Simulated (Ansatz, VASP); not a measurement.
## One calculation of Pt, two programs

```
Pt
1.0
     2.77777    0.00000    0.00000
     0.00000    2.77777    0.00000
     0.00000    0.00000   17.92836
Pt
3
Direct
  0.50000 0.50000 0.39044
  0.00000 0.00000 0.49880
  0.50000 0.50000 0.60712
```

Alike in both runs: functional PBE; dispersion D3(BJ); k mesh 10 × 10 × 1; occupations gaussian, width 0.1 eV; no spin polarisation.

Ansatz relaxed the structure, and its values are those at the end. VASP's run is a single point on that final structure, the one shown.

|  | VASP | Ansatz |
| --- | --- | --- |
| version | VASP 6.6.1 | Ansatz 0.2.0 |
| potentials or method | VASP PAW PBE potentials, release 64 (Pt) | scalar-relativistic, plane waves, PAW |
| plane-wave cutoff (eV) | 520 | 420 |
| valence electrons in the cell | 30 | 54 |

|  | VASP | Ansatz | Ansatz less VASP |
| --- | --- | --- | --- |
| gap on the k mesh at the Fermi level (eV) | none | none | - |
| rms of the force components (eV/Å) | 0.009 | 0.001 | -0.0080 |
| work function, face that differs most (eV) | 5.70 | 5.70 | -0.004 |

A gap of «none» marks a metal or a gap that the smearing closes. The two sets of potentials don't hold the same shells in valence.

Spin-orbit coupling is left out, which matters for the levels of Pt.
